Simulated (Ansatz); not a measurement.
Here is an Ansatz 0.2.0 calculation.

input.yaml

```yaml
crystal:
  lattice:
    - [0.0, 3.31059896, 3.31059896]
    - [3.31059896, 0.0, 3.31059896]
    - [3.31059896, 3.31059896, 0.0]
  atoms:
    - { symbol: Ti, position: [0.0, 0.0, 0.0], spin: 1.0 }
    - { symbol: Te, position: [0.25, 0.25, 0.25] }
kpoints:
  mp_grid: { grid: [5, 5, 5] }
scf:
  occupations: { method: gaussian, width: 0.05 }
hamiltonian:
  xc: lda
  pseudopotentials: { kind: all_electron, lapw: { basis_error: 0.001 } }
  hubbard:
    sites: [{ species: Ti, l: d, u_eff: 7 }]
    double_counting: fll
    projectors: ortho-atomic
magnetization:
  spin_polarized: true
output:
  forces: true
  stress: true
  eigenvalues: true
  hubbard: {}
```

Potentials or basis: all-electron LAPW, scalar-relativistic.

Command:

```bash
$ ansatz run input.yaml --threads 1 --pin off --max-ram 3072MiB --backend cpu --events-out ev --progress --plain --runs-dir out
```

(1) What does it give for the net moment?

(2) What does it give for the absolute moment?

(3) What does it give for the site moments?

## Answers

(1) 2.00 μB per cell.

(2) 2.10 μB per cell.

(3) Ti +1.79; Te -0.03 μB.

Caveat: spin-orbit coupling is left out, which moves the levels of the heavy elements; an odd mesh through Γ misses points on the zone boundary, where band edges often lie; the U is typed as a test and isn't derived for this compound.
